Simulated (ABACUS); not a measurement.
Runs of ABACUS 3.10.1 on Ru. Symmetry: P6_3/mmc, No. 194, hexagonal system. The conventional cell has a = 2.706 Å, b = 2.706 Å, c = 4.282 Å, α = 90.00°, β = 90.00°, γ = 120.00°. Ru (site symmetry -6m2) has 12 Ru at 2.65 to 2.71 Å as nearest neighbours. 

| task | level | potentials or basis | cell | k mesh | cutoff (eV) | orbital files | optimiser | force threshold | max steps | cell moves | mesh quality | gap on the mesh (eV) | pressure (GPa) | relaxed volume (Å³/atom) |
| --- | --- | --- | --- | --- | --- | --- | --- | --- | --- | --- | --- | --- | --- | --- |
| relaxation of cell and atoms | r2SCAN | SG15 ONCV 1.2 PBE, DZP LCAO (the cutoffs set its grid) | relaxed | 8 × 8 × 4 | 1361 | Ru Ru_confined-atom_7au_3s2p2d1f.orb | ASE BFGS | 0.01 eV/Å | 60 | yes | coarse | none | 0.0 | (a) |
| single point | LDA | PseudoDojo NC SR 0.4.1 LDA stringent, plane waves | as given | 9 × 9 × 5 | 1211 | - | - | - | - | - | not flagged | none | (b) | - |
| relaxation of cell and atoms | PBE | SPMS ONCV 1.0 PBE, DZP LCAO (the cutoffs set its grid) | relaxed | 10 × 10 × 6 | 1361 | Ru Ru_confined-atom_7au_3s2p2d1f.orb | cg | 0.02 eV/Å | - | - | not flagged | - | 0.0 | (c) |
| single point | r2SCAN | SG15 ONCV 1.2 PBE, plane waves | as given | 7 × 7 × 4 | 1320 | - | - | - | - | - | coarse | none | -3.3 | - |
| relaxation of cell and atoms | PBE | PseudoDojo NC SR 0.4.1 PBE standard, plane waves | relaxed | 9 × 9 × 5 | 1143 | - | ASE LBFGS | 0.01 eV/Å | 60 | yes | not flagged | none | 0.0 | 13.78 |
| single point | r2SCAN | SG15 ONCV 1.2 PBE, DZP LCAO (the cutoffs set its grid) | as given | 8 × 8 × 4 | 1361 | Ru Ru_confined-atom_7au_3s2p2d1f.orb | - | - | - | - | coarse | none | -2.6 | - |
| single point | PBE | PseudoDojo NC SR 0.4.1 PBE standard, DZP LCAO (the cutoffs set its grid) | as given | 11 × 11 × 6 | 1361 | Ru Ru_confined-atom_7au_3s2p2d1f.orb | - | - | - | - | not flagged | none | 6.4 | - |
| single point | PBE | PseudoDojo NC SR 0.4.1 PBE standard, plane waves | as given | 11 × 11 × 6 | 1143 | - | - | - | - | - | not flagged | none | 5.1 | - |

Alike in all rows: no spin polarisation; smearing fermi-dirac 0.05 eV.

Problem. Fill in the values left out.

Solution. (a) 13.47; (b) -11.5; (c) 13.84.

Caveats: some runs use coarse meshes; the atomic orbitals were generated for these runs and aren't a published set (some runs); the basis of atomic orbitals isn't converged, which shifts pressures, moduli and gaps (some runs); the potentials were made for another functional, which shifts forces and pressure (some runs).

A k mesh can miss the band edges, and the runs leave out spin-orbit coupling on Ru.

A gap of «none» marks a metal or a gap under the smearing width.

Not every run made on this cell is shown here.
